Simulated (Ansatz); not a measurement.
Ansatz input file:

```yaml
crystal:
  lattice:
    - [2.1587806327, -2.0750321989, 0.0618811428]
    - [2.1587806327, 2.0750321989, 0.0618811428]
    - [-0.2527942652, 0.0, 3.2742367181]
  atoms:
    - { symbol: Hg, position: [0.5, 0.5, 0.5] }
basis:
  ecutwfc: 420
kpoints:
  mp_grid: { grid: [14, 14, 14] }
hamiltonian:
  xc: pbe
scf:
  occupations: { method: gaussian, width: 0.1 }
output:
  forces: true
  stress: true
  eigenvalues: true
  write_density: true
  write_potential: true
  elf: true
  volumetric_format: npy
```

Launched with
```bash
ansatz run input.yaml --threads 1 --pin off --max-ram 1331MiB --backend cpu --events-out ev --progress --plain --runs-dir out
```

All numbers below come from DFT PBE, scalar-relativistic, plane waves, PAW (Ansatz).

From the run's log, abridged:

```
Pseudopotentials: kind: paw
Pseudopotential: Hg, paw, valence charge 20, recommended cutoff 420 eV (normal)
Functional definition: PBE
Crystal: 1 atom, lattice volume = 29.399 Å³
Basis set: ecut = 420 eV, 565 PW (Γ), exchange–correlation on 48×48×48 points (8 copies of the dense FFT grid, shifted against one another)
Bands: 14, of which v1, the nominal top of the filled ones, is band 10 counted from 1 (9 counted from 0)
Symmetry: 4 space group operations
Space group: C2/m (ITA 12), of the structure as read, at distance tolerance 3.1e-5 Å
k-points: 744 of 2744
Initial density: superposition of atomic densities (neutral atoms: chi_scale 0, normalization atom), corrected by the library's trained network
Initial wavefunctions: pseudopotential atomic-orbital guess
Functional: x = pbe(κ = 0.804, μ = 0.21951497), c = pbe(β = 0.06672455)
SCF iter   1: F=—  HF=-13813.428346 eV  |F-HF|=—  |Δ(HF+E_count)|=         —  Δρ=6.05e-4  dr2=1.18e-4  ethr=1.77e-3  ⟨swp⟩=5.5  Hψ=53632  notcnv=0
SCF iter   2: F=—  HF=-13813.428860 eV  |F-HF|=—  |Δ(HF+E_count)|=   5.14e-4  Δρ=3.88e-4  dr2=5.99e-5  ethr=5.88e-7  ⟨swp⟩=2.6  Hψ=24494  notcnv=0
SCF iter   3: F=—  HF=-13813.428885 eV  |F-HF|=—  |Δ(HF+E_count)|=   2.42e-5  Δρ=1.41e-4  dr2=6.79e-6  ethr=2.99e-7  ⟨swp⟩=2.0  Hψ=14262  notcnv=0
SCF iter   4: F=—  HF=-13813.428883 eV  |F-HF|=—  |Δ(HF+E_count)|=   1.48e-6  Δρ=5.97e-5  dr2=6.53e-7  ethr=3.40e-8  ⟨swp⟩=2.0  Hψ=14973  notcnv=0
SCF iter   5: F=-13813.428883 eV  HF=-13813.428884 eV  |F-HF|=3.56e-8  |Δ(HF+E_count)|=   4.30e-7  Δρ=1.65e-5  dr2=8.93e-8  ethr=3.26e-9  ⟨swp⟩=2.7  Hψ=16476  notcnv=0
SCF iter   6: F=-13813.428884 eV  HF=-13813.428884 eV  |F-HF|=3.11e-9  |Δ(HF+E_count)|=  6.91e-10  Δρ=4.34e-6  dr2=7.30e-9  ethr=4.46e-10  ⟨swp⟩=5.3  Hψ=56682  notcnv=0
SCF 1 converged in 6 iterations: F = -13813.428884 eV  dr2 = 7.30e-9
SCF converged after 6 iterations
Free energy (F): -13813.428884 eV
Harris-Foulkes:  -13813.428884 eV  (|F-HF|=3.11e-9)
Internal energy: -13813.426859 eV  (E = F + TS)
E sigma→0 (E₀):  -13813.427871 eV
Entropy (-TS):   -0.002024 eV (-2.024 meV/atom)
Fermi energy:    11.125369 eV
--- Per-component energies (eV) ---
  E_band       = -459.354307
  E_kinetic    = 604.363277
  E_local      = -2937.573732  (includes V_loc(G=0)·N_el)
  E_nonlocal   = 72.267737
  E_hartree    = 1253.478646
  E_xc         = -220.468032
  E_vxc        = -262.265023  (∫ρ·V_xc dr)
  E_paw        = -9945.028421  (= ΣΔE_a)
  E_vpaw       = -443.099678  (= ΣTr[D̂ρ^β])
  E_aug_tail   = 0.000926  (compensation charges beyond the density's cutoff)
  E_ewald      = -2640.467259
  E_smearing   = -0.002024  (= −TS)
--- Forces (eV/Å), atoms counted from 1 ---
  atom   1  Hg     0.00000000     0.00000000     0.00000000
--- Stress (GPa, compression-positive) ---
        1.431984       0.000000       0.081101
        0.000000       1.402888       0.000000
        0.081101       0.000000      -0.778876
  P = ⅓ Tr σ = 0.6853 GPa (6.853 kbar)
--- Band table (eV; the first three rows and the last of 744) ---
  k-point 0: bands = ["-103.6057", "-52.0334", "-52.0315", "-52.0303", "3.0910", "3.2288", "3.7274", "5.1323", "5.1514", "5.3051", "18.6901", "21.5719", "21.5758", "22.8802"]
  k-point 1: bands = ["-103.6057", "-52.0340", "-52.0315", "-52.0303", "3.1168", "3.2330", "3.8117", "5.1158", "5.1355", "5.3062", "17.8781", "21.6714", "21.6715", "23.7624"]
  k-point 2: bands = ["-103.6057", "-52.0359", "-52.0314", "-52.0302", "3.1775", "3.2447", "4.0773", "5.0702", "5.0913", "5.3093", "16.3142", "21.9503", "21.9609", "25.3142"]
  k-point 743: bands = ["-103.6028", "-52.0780", "-52.0724", "-52.0395", "3.6309", "3.9265", "3.9894", "5.5655", "5.9303", "14.9492", "14.9577", "15.7180", "16.2826", "19.7311"]
```

The run converged.

Spin–orbit coupling is left out, which can shift energies with elements as heavy as these.